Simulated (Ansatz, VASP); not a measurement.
Two plane-wave programs on Al

```
CELL_PARAMETERS angstrom
-1.70243 1.70243 1.61751
1.70243 -1.70243 1.61751
1.53259 1.53259 -1.61751
ATOMIC_POSITIONS crystal
Al 0.00000 0.00000 0.00000
```

Change from the starting cell: engineering shear strain xy -0.1050, strain +e along x and -e along y +0.0000.

Alike in both runs: task single point; functional PBE; k mesh 20 × 20 × 20; occupations gaussian, width 0.15 eV; no spin polarisation.

|  | VASP | Ansatz |
| --- | --- | --- |
| version | VASP 6.6.1 | Ansatz 0.2.0 |
| potentials or method | VASP PAW PBE potentials, release 64 (Al) | scalar-relativistic, plane waves, PAW |
| plane-wave cutoff (eV) | 520 | 420 |
| valence electrons in the cell | 3 | 3 |

```csv
,VASP,Ansatz,Ansatz less VASP
gap on the k mesh at the Fermi level (eV),none,none,-
pressure (GPa),1.1,1.1,+0.02
largest component of the traceless stress (GPa),4.25,4.26,+0.009
```

A gap of «none» marks a metal or a gap that the smearing closes.
